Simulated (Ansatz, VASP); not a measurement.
## Two plane-wave programs on H

INCAR

```
SYSTEM = H
  PREC = Accurate
  ENCUT = 520
  EDIFF = 1E-7
  ISMEAR = -1
  SIGMA = 0.05
  LREAL = .False.
  LASPH = .True.
  NELM = 100
  ALGO = Normal
  ISIF = 2
  LWAVE = .False.
  LCHARG = .False.
  GGA = PE
  NBANDS = 6
```

KPOINTS

```
Automatic mesh
0
Gamma
  10 10 26
  0 0 0
```

Contents of POSCAR:

```
H
1.0
    2.5955493017      0.0000000000      0.0000000000
    0.0000000000      2.5955493017      0.0000000000
    0.0000000000      0.0000000000      0.9604772441
H
1
Direct
    0.0000000000      0.0000000000      0.5000000000
```

File input.yaml:

```yaml
crystal:
  lattice:
    - [2.5955493017, 0.0, 0.0]
    - [0.0, 2.5955493017, 0.0]
    - [0.0, 0.0, 0.9604772441]
  atoms:
    - { symbol: H, position: [0.0, 0.0, 0.5] }
hamiltonian:
  xc: pbe
  pseudopotentials: { kind: paw }
kpoints:
  mp_grid: { grid: [10, 10, 26] }
scf:
  occupations: { method: fermi_dirac, width: 0.05 }
output:
  forces: true
  stress: true
  eigenvalues: true
```

Change from the starting cell: volume scaled by 0.94.

Alike in both runs: task single point; functional PBE; k mesh 10 × 10 × 26; occupations fermi-dirac, width 0.05 eV; no spin polarisation.

```csv
,VASP,Ansatz
version,VASP 6.6.1,Ansatz 0.2.0
potentials or method,"VASP PAW PBE potentials, release 64 (H)",Ansatz PAW
plane-wave cutoff (eV),520,420
valence electrons in the cell,1,1
```

|  | VASP | Ansatz | Ansatz less VASP |
| --- | --- | --- | --- |
| gap on the k mesh at the Fermi level (eV) | none | none | - |
| pressure (GPa) | 4.3 | 4.6 | +0.30 |
| largest component of the traceless stress (GPa) | 2.85 | 2.84 | -0.015 |

A gap of «none» marks a metal or a gap that the smearing closes.

Caveats: the pressure holds a Pulay correction of +0.3 GPa for the finite cutoff (Ansatz).
